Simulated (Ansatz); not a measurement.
# CoO (R-3m) in Ansatz: further runs, part 2 of 2

Ansatz 0.2.0. The steps go on from the part before.

## 3. Relaxation of cell and atoms, RPBE, collinear spin, ferromagnetic start

Contents of input.yaml:

```yaml
crystal:
  lattice:
    - [1.5054695445, 0.8691832468, 2.4399269062]
    - [-1.5054695445, 0.8691832468, 2.4399269062]
    - [0.0, -1.7383664936, 2.4399269062]
  atoms:
    - { symbol: Co, position: [0.0, 0.0, 0.0], spin: 2.0 }
    - { symbol: O, position: [0.5, 0.5, 0.5] }
hamiltonian:
  xc: rpbe
  pseudopotentials: { kind: paw }
magnetization:
  spin_polarized: true
kpoints:
  mp_grid: { grid: [11, 11, 11] }
scf:
  occupations: { method: fermi_dirac, width: 0.05 }
output:
  forces: true
  stress: true
  eigenvalues: true
relax:
  f_tol: 0.01
  max_steps: 40
  cell: { stress_tol: 0.05 }
```

Potentials or basis: Ansatz PAW.

The run is started by

```console
> ansatz run input.yaml --threads 2 --pin off --max-ram 5632MiB --backend cpu --events-out ev --progress --plain --runs-dir out
```

What it wrote:

```text
Warning: RAYON_NUM_THREADS=2 ignored (pool sized by the plan → 2); use --threads N
Engine: ansatz 0.2.0, aarch64-unknown-linux-gnu
Pseudopotentials: kind: paw
Pseudopotential: Co, paw, valence charge 17, recommended cutoff 420 eV (normal), Co.paw.azcp
Pseudopotential: O, paw, valence charge 6, recommended cutoff 420 eV (normal), O.paw.azcp
Functional definition: RPBE
  parameter kappa = 0.804
  parameter beta = 0.06672455060314922
  exchange = rpbe_x(kappa = kappa, mu = beta*pi^2/3)
  correlation = pbe_c(beta = beta)
Crystal: 2 atoms, lattice volume = 19.156 Å³
Basis set: ecut = 420 eV, 339 PW (Γ), exchange–correlation on 48×48×48 points (8 copies of the dense FFT grid, shifted against one another)
Bands: 17, of which v1, the nominal top of the filled ones, is band 12 counted from 1 (11 counted from 0)
Symmetry: 12 space group operations
Space group: R-3m (ITA 166), of the structure as read, at distance tolerance 2.7e-5 Å
Magnetic group: BNS 166.97 (UNI 1327), of the structure as read, at distance tolerance 2.7e-5 Å
k-points: 146 of 1331
Non-local potential: Co, projectors of the file, l = 0: 3, l = 1: 2, l = 2: 3, l = 3: 1
Non-local potential: O, projectors of the file, l = 0: 2, l = 1: 2, l = 2: 1
PAW form: soft (Blöchl's): semilocal exchange-correlation on the pseudo side does not see the compensation charge
PAW frozen core: Co, regenerated for the run's functional, and the local potential with it (the file was generated under x = pbe(κ = 0.804, μ = 0.2195149727645171), c = pbe(β = 0.06672455060314922))
PAW frozen core: O, regenerated for the run's functional, and the local potential with it (the file was generated under x = pbe(κ = 0.804, μ = 0.2195149727645171), c = pbe(β = 0.06672455060314922))
PAW one-centre angular grid: Co, 590 points (default); XC on 64 Gauss nodes
PAW one-centre angular grid: O, 110 points (default); XC on 64 Gauss nodes
Initial density: superposition of atomic densities (chi_scale 0.1, normalization cell, long waves kept (reshape's long-wave potential 0.00 eV rms))
Starting moments: Σ|m| = 2 μB on 1 of 2 sites
Initial wavefunctions: pseudopotential atomic-orbital guess
Functional: x = rpbe, c = pbe(β = 0.06672455060314922)
SCF iter   1: F=—  HF=-5697.820531 eV  |F-HF|=—  |Δ(HF+E_count)|=         —  Δρ=1.22e-1 (↑1.22e-1 ↓9.55e-2)  dr2=6.00e0  dr2_m=2.01e-1  M=2.158 μB ∫|m|=2.158 μB  β_m=0.30  ethr=3.10e-3  ⟨swp⟩=5.6  Hψ=21663  notcnv=0
Mixer restart at iter 1: flushing history
preconditioner: auto → none  [metal: Δε(μ)=0.004 eV  Ē_g=13.241 eV  σ=0.050 eV  W_gap=0.02  n_scr=8 (ndim 8)  ℏωp=32.9 eV  f_vac=0.000  D(μ)=5.04/eV (n_scr^D=112)  sad-step TF]
[... 145 lines left out ...]
SCF converged after 8 iterations
Magnetization: 2.9707 μB (12.9854 up, 10.0146 down)
Absolute magnetization: 2.9918 μB (∫|ρ↑−ρ↓|, with the PAW one-centre terms)
Spin contamination: 0.0074 ħ² per cell (⟨S²⟩ above its minimum at these occupations)
Per-site moments (μB) at R_I (Å): [(2.5362362962648834, 0.8863551150288118), (0.32782135415081143, 0.8863551150288118)]
Free energy (F): -5698.800097 eV
Harris-Foulkes:  -5698.800097 eV  (|F-HF|=1.64e-11)
Internal energy: -5698.772472 eV  (E = F + TS)
E sigma→0 (E₀):  -5698.786285 eV
Entropy (-TS):   -0.027625 eV (-13.812 meV/atom)
Fermi energy:    13.561523 eV
--- Per-component energies (eV) ---
  E_band       = -312.526558
  E_kinetic    = 616.716018
  E_local      = -3467.411428  (includes V_loc(G=0)·N_el)
  E_nonlocal   = 512.980005
  E_hartree    = 1423.478238
  E_xc         = -228.957007
  E_vxc        = -293.547479  (∫ρ·V_xc dr)
  E_paw        = -1683.404230  (= ΣΔE_a)
  E_vpaw       = -528.222360  (= ΣTr[D̂ρ^β])
  E_aug_tail   = 0.002376  (compensation charges beyond the density's cutoff)
  E_ewald      = -2872.109223
  E_core_change = -0.067221  (= ΣΔE_core)
  E_smearing   = -0.027625  (= −TS)
  E_closure    = 0.000000  (closes the sum)
  Σ components = -5698.800097   (vs F -5698.800097, Δ=0.00e0)
--- Forces (eV/Å), atoms counted from 1 ---
  atom   1  Co     0.00000000     0.00000000     0.00000000
  atom   2  O     -0.00000000     0.00000000    -0.00000000
  max |Σ_I F_I| component: 3.37e-29 eV/Å
--- Stress (GPa, compression-positive) ---
        0.046633       0.000000      -0.000000
        0.000000       0.046633       0.000000
        0.000000       0.000000       0.001029
  P = ⅓ Tr σ = 0.0314 GPa (0.314 kbar)
--- Band table (eV; the first three rows and the last of 292) ---
  k-point 0 ↑: bands = ["-83.5180", "-46.7564", "-46.7564", "-46.6239", "-6.5237", "10.1865", "10.1865", "10.3754", "10.3754", "10.3967", "10.3967", "10.7190", "10.7986", "14.4154", "30.2273", "30.8479", "30.8479"]
  k-point 1 ↑: bands = ["-83.5177", "-46.7584", "-46.7566", "-46.6248", "-6.4456", "9.4832", "9.5095", "9.7563", "10.4093", "10.5623", "10.8519", "11.1508", "11.3606", "14.9846", "28.3686", "30.6133", "31.9889"]
  k-point 2 ↑: bands = ["-83.5172", "-46.7641", "-46.7571", "-46.6271", "-6.2283", "8.3118", "8.7738", "9.0937", "10.5338", "10.7497", "10.9988", "11.9674", "12.0771", "16.1667", "26.2093", "29.6987", "30.8715"]
  k-point 145 ↓: bands = ["-80.3967", "-43.6673", "-43.6664", "-43.6660", "-4.6430", "6.5066", "8.7600", "8.8532", "13.5682", "13.5856", "13.7628", "15.9870", "16.3172", "19.0265", "24.2040", "25.8870", "26.6280"]
--- Relaxed structure (8 steps of the walk, 8 accepted, 2 SCFs on fresh bases) ---
  F+E_penalty+E_count = -5698.80009700 eV   max|allowed force component| = 1.683e-29 eV/Å   (the final SCF, on the basis selected at the relaxed cell)
  cell:  # Å, volume = 19.7779 Å³
    - [1.5536551988037661, 0.8970032472572159, 2.365267747289778]
    - [-1.5536551988037661, 0.8970032472572159, 2.365267747289778]
    - [1.271474911802958e-19, -1.7940064945144318, 2.365267747289778]
  atoms:
    - { symbol: Co, position: [-7.694321273084739e-35, 6.676950029720763e-36, -3.5133131350563315e-35] }
    - { symbol: O, position: [0.49999999999999994, 0.49999999999999994, 0.49999999999999994] }
```

It took 48 s on 2 threads of Arm Neoverse V1, shared host; peak memory 0.37 GiB.

Results:

* Free energy: -5698.8001 eV
* Relaxed volume: 9.89 Å³/atom
* Relaxed cell: a = 2.969 Å, b = 2.969 Å, c = 2.969 Å, α = 63.11°, β = 63.11°, γ = 63.11°
* Space group after relaxing (to 0.05 Å): R-3m (No. 166)
* Energy gained by relaxing: 8.5 meV/atom
* Ionic steps: 10
* Pressure after relaxing: 0.0 GPa
* Band gap on the k mesh: none (metal or under the smearing width)
* Net moment: 2.97 μB per cell
* Absolute moment: 2.99 μB per cell
* Site moments: Co +2.54; O +0.33 μB

The path:
```tsv
step	energy change (eV)	largest force (eV/Å)	volume (Å³)
1	0.0000	0.0000	19.16
2	-0.0084	0.0000	19.50
3	-0.0103	0.0000	19.83
4	-0.0105	0.0000	19.84
5	-0.0119	0.0000	19.81
6	-0.0126	0.0000	19.77
7	-0.0126	0.0000	19.77
8	-0.0167	0.0000	19.77
9	-0.0168	0.0000	19.78
10	-0.0169	0.0000	19.78
```

Final structure:
```
Co O
1.0
     1.55366    0.89700    2.36527
    -1.55366    0.89700    2.36527
     0.00000   -1.79401    2.36527
Co O
1 1
Direct
  0.00000 0.00000 0.00000
  0.50000 0.50000 0.50000
```

Caveat: the plane-wave basis is chosen anew once the cell has moved, so the energies of steps on either side of that aren't comparable; the pressure holds a Pulay correction of +0.7 GPa for the finite cutoff; a cell with one magnetic atom can't hold antiferromagnetic order, which such compounds often take; semilocal functionals often make such compounds metallic where correlation or magnetic order opens a gap, which also shifts bond lengths; the PAW data sets come from PBE, with cores solved anew for the run's functional, which leaves a small shift of forces and pressure.

## 4. Relaxation of cell and atoms, revPBE, collinear spin, ferromagnetic start

input.yaml, as its differences from that of step 3:

```diff
@@ -9,3 +9,3 @@
 hamiltonian:
-  xc: rpbe
+  xc: revpbe
   pseudopotentials: { kind: paw }
@@ -21,2 +21,6 @@
   eigenvalues: true
+  write_density: true
+  write_potential: true
+  elf: true
+  volumetric_format: npy
 relax:
```

The run is started by

```console
> ansatz run input.yaml --threads 2 --pin off --max-ram 5632MiB --backend cpu --events-out ev --progress --plain --runs-dir out
```

It took 59 s on 2 threads of Arm Neoverse V1, shared host; peak memory 0.38 GiB.

The run converged. Its results:

```
Free energy                            : -5696.8936 eV
Relaxed volume                         : 9.79 Å³/atom
Relaxed cell                           : a = 2.955 Å, b = 2.955 Å, c = 2.955 Å, α = 63.30°, β = 63.30°, γ = 63.30°
Space group after relaxing (to 0.05 Å) : R-3m (No. 166)
Energy gained by relaxing              : 5.6 meV/atom
Ionic steps                            : 12
Pressure after relaxing                : 0.0 GPa
Band gap on the k mesh                 : none (metal or under the smearing width)
Net moment                             : 2.95 μB per cell
Absolute moment                        : 2.97 μB per cell
Site moments                           : Co +2.52; O +0.32 μB
```

The path:
```
step  energy change (eV)  largest force (eV/Å)  volume (Å³)
   1              0.0000                0.0000        19.16
   2             -0.0042                0.0000        19.40
   3             -0.0050                0.0000        19.65
   4             -0.0053                0.0000        19.67
   5             -0.0063                0.0000        19.64
   6             -0.0066                0.0000        19.66
   7             -0.0078                0.0000        19.58
   8             -0.0079                0.0000        19.57
   9             -0.0110                0.0000        19.57
  10             -0.0112                0.0000        19.58
  11             -0.0112                0.0000        19.58
  12             -0.0113                0.0000        19.58
```

Final structure:
```xyz
2
Lattice="1.5506 0.8952 2.3508 -1.5506 0.8952 2.3508 0.0000 -1.7905 2.3508" Properties=species:S:1:pos:R:3 pbc="T T T"
Co    0.0000    0.0000    0.0000
O     0.0000    0.0000    3.5262
```

Levels at points of the mesh, in eV from the Fermi level:
Spin up:
| k point | band 10 | band 11 | band 12 | band 13 | band 14 | band 15 | band 16 | band 17 |
| --- | --- | --- | --- | --- | --- | --- | --- | --- |
| (0.00, 0.00, 0.00) | -3.18 | -3.18 | -2.84 | -2.79 | 0.89 | 16.67 | 17.31 | 17.31 |
Spin down:
```
           k point  band 6  band 7  band 8  band 9  band 10  band 11  band 12  band 13  band 14  band 15
(0.00, 0.00, 0.00)   -2.66   -2.66   -2.19   -1.15    -1.15    -0.96     0.18     0.18     1.46    16.53
```

Caveat: the plane-wave basis is chosen anew once the cell has moved, so the energies of steps on either side of that aren't comparable; the pressure holds a Pulay correction of +0.7 GPa for the finite cutoff; a cell with one magnetic atom can't hold antiferromagnetic order, which such compounds often take; semilocal functionals often make such compounds metallic where correlation or magnetic order opens a gap, which also shifts bond lengths; the PAW data sets come from PBE, with cores solved anew for the run's functional, which leaves a small shift of forces and pressure.

## 5. The runs side by side

| level | gap on the mesh (eV) | pressure (GPa) | moment (μB) | relaxed volume (Å³/atom) |
| --- | --- | --- | --- | --- |
| PBEsol | none | 0.0 | 2.71 | 8.96 |
| RPBE | none | 0.0 | 2.97 | 9.89 |
| revPBE | none | 0.0 | 2.95 | 9.79 |

Alike in all rows: task relaxation of cell and atoms; potentials or basis Ansatz PAW; spin collinear, ferromagnetic start; cell relaxed; k mesh 11 × 11 × 11; cutoff (eV) 420; smearing fermi-dirac 0.05 eV.

Caveats: the plane-wave basis is chosen anew once the cell has moved, so the energies of steps on either side of that aren't comparable; a cell with one magnetic atom can't hold antiferromagnetic order, which such compounds often take; semilocal functionals often make such compounds metallic where correlation or magnetic order opens a gap, which also shifts bond lengths; the PAW data sets come from PBE, with cores solved anew for the run's functional, which leaves a small shift of forces and pressure.

Total energies depend on the potentials used, so only differences within one code and one set of settings carry meaning.
